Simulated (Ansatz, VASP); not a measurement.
## One calculation of Pd, two programs

INCAR

```
ALGO = Normal ; EDIFF = 1E-7
ENCUT = 520 ; GGA = PS
ISIF = 2 ; ISMEAR = -1
LASPH = True ; LCHARG = False
LREAL = False ; LWAVE = False
NBANDS = 17 ; NELM = 100
PREC = Accurate ; SIGMA = 0.05
```

KPOINTS

```
k-points
0
Gamma
  11 11 6
```

Contents of POSCAR:

```
Pd
1.0
    2.7836650458      0.0000000000      0.0000000000
   -1.3918325229      2.4107246453      0.0000000000
    0.0000000000      0.0000000000      4.6288930000
Pd
2
Direct
    0.3333333333      0.6666666667      0.2500000000
    0.6666666667      0.3333333333      0.7500000000
```

The input input.yaml:

```yaml
crystal:
  lattice:
    - [2.7836650458, 0.0, 0.0]
    - [-1.3918325229, 2.4107246453, 0.0]
    - [0.0, 0.0, 4.628893]
  atoms:
    - { symbol: Pd, position: [0.3333333333, 0.6666666667, 0.25] }
    - { symbol: Pd, position: [0.6666666667, 0.3333333333, 0.75] }
hamiltonian:
  xc: pbesol
  pseudopotentials: { kind: paw }
kpoints:
  mp_grid: { grid: [11, 11, 6] }
scf:
  occupations: { method: fermi_dirac, width: 0.05 }
output:
  forces: true
  stress: true
  eigenvalues: true
  write_density: true
  write_potential: true
  elf: true
  volumetric_format: npy
```

This isn't the form of Pd at room conditions, which is fcc.

Alike in both runs: task single point; functional PBEsol; k mesh 11 × 11 × 6; occupations fermi-dirac, width 0.05 eV; no spin polarisation.

|  | VASP | Ansatz |
| --- | --- | --- |
| version | VASP 6.6.1 | Ansatz 0.2.0 |
| potentials or method | VASP PAW PBE potentials, release 64 (Pd) | Ansatz PAW |
| plane-wave cutoff (eV) | 520 | 420 |
| valence electrons in the cell | 20 | 36 |

|  | VASP | Ansatz | Ansatz less VASP |
| --- | --- | --- | --- |
| gap on the k mesh at the Fermi level (eV) | none | none | - |
| pressure (GPa) | -10.6 | -10.3 | +0.25 |
| largest component of the traceless stress (GPa) | 0.30 | 0.36 | +0.059 |

A gap of «none» marks a metal or a gap that the smearing closes. The functional is the same, so the differences come from potentials, cutoffs and numerics. The two sets of potentials don't hold the same shells in valence.

Caveats: the PAW data sets were made with another functional, which shifts forces and pressure a little (VASP); the PAW data sets come from PBE, with cores solved anew for the run's functional, which leaves a small shift of forces and pressure (Ansatz).
